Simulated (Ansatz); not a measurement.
# AlN: a tetragonal deformation path

The task, for AlN: follow a tetragonal deformation at fixed volume.

Method: DFT PBE, scalar-relativistic, plane waves, PAW, in Ansatz 0.2.0.

### 1 The system as given

The structure is cubic, space group F-43m (No. 216). The conventional cell has a = 4.368 Å, b = 4.368 Å, c = 4.368 Å, α = 90.00°, β = 90.00°, γ = 90.00°. Al (site symmetry -43m) is surrounded by 4 N at 1.89 Å. N (site symmetry -43m) has 4 Al at 1.89 Å as nearest neighbours.

Coordinates:

```
Al N
1.0
     0.00000    2.18399    2.18399
     2.18399    0.00000    2.18399
     2.18399    2.18399    0.00000
Al N
1 1
Direct
  0.00000 0.00000 0.00000
  0.75000 0.75000 0.75000
```

It goes back to an entry of the Materials Project, which need not be the stable form.

The cell is taken as given, not relaxed at this level.

### 2 The reference: the undisturbed cell on the scan's mesh

Contents of input.yaml:

```yaml
crystal:
  lattice:
    - [0.0, 2.1839935596, 2.1839935596]
    - [2.1839935596, 0.0, 2.1839935596]
    - [2.1839935596, 2.1839935596, 0.0]
  atoms:
    - { symbol: Al, position: [0.0, 0.0, 0.0] }
    - { symbol: "N", position: [0.75, 0.75, 0.75] }
basis:
  ecutwfc: 420
kpoints:
  mp_grid: { grid: [10, 10, 10] }
hamiltonian:
  xc: pbe
scf:
  occupations: { method: gaussian, width: 0.05 }
output:
  forces: true
  stress: true
  eigenvalues: true
```

Started as:

```
ansatz run input.yaml --threads 1 --pin off --max-ram 2560MiB --backend cpu --events-out ev --progress --plain --runs-dir out
```

Further runs follow: point ρ = 0.707; point ρ = 1.414; point ρ = 0.850; ρ = 1.200; point ρ = 0.780; At ρ = 1.300; point ρ = 0.920; At ρ = 1.100; point ρ = 0.650; ρ = 1.500; point ρ = 0.960; At ρ = 1.050.

What does the calculation give? Wanted: highest point.

As calculated:

| quantity | value |
| --- | --- |
| highest point | 947.4 meV/atom at ρ = 1.500 |

What this shows: No sampled point lies below the undisturbed cell. No further minimum shows among the sampled points. The gap on the mesh, 3.33 eV at the start, reads zero at ρ = 1.500. Spin polarisation is off in the runs that give these values; a magnetic solution could lie lower.
